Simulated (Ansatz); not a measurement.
Crystal: Br.

```xyz
4
Lattice="3.3632 -2.3226 0.0000 3.3632 2.3226 0.0000 0.0000 0.0000 8.7023" Properties=species:S:1:pos:R:3 pbc="T T T"
Br    3.3632    0.6266    3.3948
Br    3.3632    1.6959    7.7459
Br    3.3632   -0.6266    5.3075
Br    3.3632   -1.6959    0.9564
```

```yaml
Program: Ansatz 0.2.0
Task: relaxation of cell and atoms
Functional: revPBE
Dispersion: D3(BJ)
Potentials_or_basis: Ansatz PAW
Cutoff: "420 eV (not typed: the program's choice for these potentials)"
k_mesh: 7 × 7 × 3
Occupations: fermi-dirac, width 0.05 eV
Spin: no spin polarisation
```

At the start: volume 33.99 Å³/atom.

**Question.** How do energy, volume and symmetry change on relaxing?

**Answer.** It ends after 8 steps and the volume is 30.45 Å³/atom (-10.4 %); space group Cmce (No. 64, to 0.05 Å).

The path:
| step | energy change (eV) | largest force (eV/Å) | volume (Å³) |
| --- | --- | --- | --- |
| 1 | 0.0000 | 0.8837 | 135.95 |
| 2 | -0.1173 | 0.3254 | 124.82 |
| 3 | -0.1520 | 0.0718 | 121.57 |
| 4 | -0.1562 | 0.0224 | 120.11 |
| 5 | -0.1580 | 0.0444 | 121.55 |
| 6 | -0.1598 | 0.0343 | 121.26 |
| 7 | -0.1603 | 0.0060 | 121.79 |
| 8 | -0.1594 | 0.0058 | 121.79 |

Final structure:
```
Br
1.0
     3.39814   -2.09049    0.00000
     3.39814    2.09049    0.00000
     0.00000    0.00000    8.57188
Br
4
Direct
  0.34943 0.65057 0.38134
  0.15057 0.84943 0.88134
  0.65057 0.34943 0.61866
  0.84943 0.15057 0.11866
```

Caveat: the plane-wave basis is chosen anew once the cell has moved, so the energies of steps on either side of that aren't comparable; the volume moved by -10 % from the deposited cell, more than functionals usually miss; the PAW data sets come from PBE, with cores solved anew for the run's functional, which leaves a small shift of forces and pressure.
